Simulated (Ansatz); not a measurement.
# GaN: pressure against volume scale

Periodic Kohn-Sham DFT of a crystal at fixed atoms, scaled to volume_scale times the given cell; pressure positive in compression, energy less spherical unpolarised free atoms, largest_vzz the field gradient of largest size among the nuclei. The results are calculated, by Ansatz 0.2.0.

The cell before it is scaled or strained (space group Fm-3m, No. 225):
```
cell vectors (Å)
   0.0000     1.9925     1.9925
   1.9925     0.0000     1.9925
   1.9925     1.9925     0.0000
atoms (fractions of the cell vectors)
Ga  0.50000  0.50000  0.50000
N   0.00000  0.00000  0.00000
```

Settings of every row: method frozen-core PAW; functional PBEsol; relativity scalar; k mesh 10x10x10; filling fermi-dirac; smearing width 0.02 eV; wave cutoff 420 eV; paw set soft_2.

Atom start moment: 0 on all atoms.

Limits: PAW files made with PBE; all rows lie far from zero pressure; cell far from its zero-pressure volume.

```csv
row,volume scale,V (Å³/atom),pressure (GPa)
1,0.94,7.436,91.557
2,0.96,7.594,79.524
3,0.98,7.752,68.609
4,0.99,7.831,63.529
5,1,7.91,?
6,1.01,7.989,54.076
7,1.02,8.069,49.671
8,1.04,8.227,41.468
9,1.06,8.385,34.013
```

Question: what pressure should row 5 give?

Worked fit of pressure. Take u = (V_r/V)^(2/3) − 1 with V_r = 7.91 Å³ an atom, which is twice the finite (Eulerian) strain; such expansions in the strain, on which the Birch-Murnaghan equation of state is built, carry the rest volume and the bulk modulus. The shown rows have u = 0.04206, 0.02755, 0.01354, 0.00671, -0.0066, -0.01318, -0.02586, -0.03813. Least squares give pressure = 58.7009 + 710.438 × u + 1670.47 × u² GPa; a straight line predicts inner rows, each left out in turn, worse (root mean square 0.85 against 0.031 GPa). The rows lie off it by 0.020, -0.017, -0.017, -0.014, -0.009, 0.043, 0.022, -0.028 (root mean square 0.023 GPa). The withheld row has u = 0, so the fit gives 58.7009 + 710.438 × (0) + 1670.47 × (0)² = 58.701 GPa.

The calculation gave 58.692 GPa. The fit lies 0.009 GPa (0.016 % of the column's range) above it; its largest miss of a shown row is 0.043 GPa.
